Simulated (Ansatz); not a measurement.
# PbS (rocksalt type): the cost of one run

Program: Ansatz 0.2.0. Level of theory: DFT, PBE, all-electron LAPW, scalar-relativistic. These are calculated values, not measurements.

### Step 1. The starting structure

It takes space group Fm-3m (No. 225, cubic). The conventional cell has a = 5.332 Å, b = 5.332 Å, c = 5.332 Å, α = 90.00°, β = 90.00°, γ = 90.00°. Around Pb (site symmetry m-3m) lie 6 S at 2.67 Å. Around S (site symmetry m-3m) lie 6 Pb at 2.67 Å.

As a file:

```xyz
2
Lattice="0.0000 2.6658 2.6658 2.6658 0.0000 2.6658 2.6658 2.6658 0.0000" Properties=species:S:1:pos:R:3 pbc="T T T"
Pb    0.0000    0.0000    0.0000
S     2.6658    2.6658    2.6658
```

Atoms are numbered in the order of the input: Pb1, S2.

### Step 2. Rocksalt relaxed under pressure, LAPW

input.yaml reads:

```yaml
crystal:
  lattice:
    - [0.0, 2.6658114349, 2.6658114349]
    - [2.6658114349, 0.0, 2.6658114349]
    - [2.6658114349, 2.6658114349, 0.0]
  atoms:
    - { symbol: Pb, position: [0.0, 0.0, 0.0] }
    - { symbol: S, position: [0.5, 0.5, 0.5] }
kpoints:
  mp_grid: { grid: [14, 14, 14] }
scf:
  occupations: { method: fermi_dirac, width: 0.1 }
hamiltonian:
  xc: pbe
  pseudopotentials: { kind: all_electron, lapw: { basis_error: 0.0005 } }
output:
  forces: true
  stress: true
  eigenvalues: true
relax:
  f_tol: 0.005
  max_steps: 12
  cell: { p_target: 40.0, stress_tol: 0.03 }
```

Command:

```console
$ ansatz run input.yaml --threads 1 --pin off --max-ram 3584MiB --backend cpu --events-out ev --progress --plain --runs-dir out
```

What time and memory should one allow on 1 thread of Intel Xeon 6975P-C (Granite Rapids), shared host?

About 24 s, with a peak of 0.55 GiB.
